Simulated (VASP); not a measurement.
Crystal: TiC.

```
Ti C
1.0
     3.04209    0.00000    0.00000
    -1.52104    2.63452    0.00000
     0.00000    0.00000    2.69797
Ti C
1 1
Direct
  0.00000 0.00000 0.50000
  0.33333 0.66667 0.00000
```

The cell was built by a generator and needn't be a form met in nature.

- Program: VASP 6.6.1
- Task: relaxation of cell and atoms
- Functional: PBE
- Dispersion: D3(BJ)
- Potentials or basis: VASP PAW PBE potentials, release 64 (Ti_sv, C)
- Cutoff: 600 eV
- k mesh: 10 × 10 × 10
- Occupations: fermi-dirac, width 0.05 eV
- Spin: no spin polarisation

At the start: pressure -6.3 GPa; volume 10.81 Å³/atom.

Question: How do energy, volume and symmetry change on relaxing?

Answer: Over 6 steps the energy falls by 6.1 meV/atom and the volume is 10.49 Å³/atom (-2.9 %); space group P-6m2 (No. 187, to 0.05 Å).

The path:
| step | energy change (eV) | largest force (eV/Å) | pressure (GPa) | volume (Å³) |
| --- | --- | --- | --- | --- |
| 1 | 0.0000 | 0.0001 | -6.30 | 21.62 |
| 2 | 0.0056 | 0.0000 | 8.22 | 20.32 |
| 3 | -0.0120 | 0.0001 | -0.10 | 21.02 |
| 4 | -0.0120 | 0.0001 | 0.00 | 21.01 |
| 5 | -0.0123 | 0.0000 | -0.04 | 21.00 |
| 6 | -0.0123 | 0.0000 | -0.02 | 20.99 |

Final structure:
```yaml
crystal:
  lattice:
    - [3.00619, -0.00001, 0.00000]
    - [-1.50310, 2.60343, 0.00000]
    - [0.00000, 0.00000, 2.68180]
  atoms:
    - { symbol: Ti, position: [0.00000, 0.00000, 0.50000] }
    - { symbol: C, position: [0.33333, 0.66667, 0.00000] }
```

Caveat: pairwise dispersion overbinds metals, which lowers pressure and volume.
